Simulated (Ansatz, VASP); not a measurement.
## Two plane-wave programs on C

```
C
1.0
     1.22278    2.11665    0.00000
     1.22278   -2.11665    0.00000
     0.00000    0.00000   -6.71950
C
4
Direct
  0.17852 0.82148 0.00000
  0.65490 0.34510 0.50000
  0.84510 0.15490 0.00000
  0.32148 0.67852 0.50000
```

Change from the starting cell: mode 1 (-37.7 1/cm) frozen in, largest displacement +0.050 Å.

Alike in both runs: task single point; functional LDA; k mesh 16 × 16 × 6; occupations gaussian, width 0.03 eV; no spin polarisation.

|  | VASP | Ansatz |
| --- | --- | --- |
| version | VASP 6.6.1 | Ansatz 0.2.0 |
| potentials or method | VASP PAW LDA potentials, release 64 (C) | scalar-relativistic, plane waves, PAW |
| plane-wave cutoff (eV) | 520 | 420 |
| valence electrons in the cell | 16 | 16 |

```csv
,VASP,Ansatz,Ansatz less VASP
gap on the k mesh at the Fermi level (eV),0.22,0.22,+0.003
least direct gap on the mesh (eV),0.26,0.26,+0.003
pressure (GPa),0.8,0.0,-0.80
largest component of the traceless stress (GPa),0.83,0.19,-0.637
rms of the force components (eV/Å),0.014,0.014,0.0000
```

Atom by atom the forces differ by 0.000 eV/Å (rms over components).
